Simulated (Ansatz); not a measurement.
## SnS: pressure against volume

Reference cell: a structure deposited in the COD, ions relaxed with PBE at fixed cell.

Space group Pnma (No. 62); a = 11.3200, b = 4.0500, c = 4.2420 Å.

```
site  Wyckoff  site symmetry       x       y       z
  Sn       4c            .m.  0.1204  0.2500  0.1080
   S       4c            .m.  0.8517  0.2500  0.4769
```

One atom of each set is listed.

The numbers come from a DFT calculation in Ansatz (PBE, plane waves and PAW, scalar-relativistic, 420 eV cutoff, Γ-centred 4×11×10 k-points, Fermi–Dirac smearing 0.02 eV).

The cell is scaled uniformly, and the ions relax again at each size.

| V/V₀ | pressure (GPa) | gap on the k-mesh (eV) |
| --- | --- | --- |
| 0.94 | ? | ? |
| 0.96 | 3.1 | 0.59 |
| 0.98 | 2.2 | 0.74 |
| 1.00 | 1.3 | 0.86 |
| 1.02 | 0.7 | 0.99 |
| 1.04 | 0.1 | 1.11 |
| 1.06 | -0.4 | 1.19 |

Problem. Estimate the row at V/V₀ = 0.94, the equilibrium volume and the bulk modulus.

Solution. pressure (GPa): 4.2; gap on the k-mesh (eV): 0.44. Worked: a parabola in ln(V/V₀) through the other 6 rows gives 4.1 GPa there. It crosses zero pressure at V/V₀ = 1.043, the equilibrium volume of this functional, where the bulk modulus is B = −dP/d ln V = 27 GPa. The shape of the cell is held, so in this non-cubic crystal both values are those of uniform scaling, and B is an upper bound to the hydrostatic one. No dispersion correction is included, which matters between the layers of this solid. The gap rises as the cell grows, by 0.063 eV per per cent of volume.

PBE gaps are too small, by a third to a half in many semiconductors; their changes with volume are better.
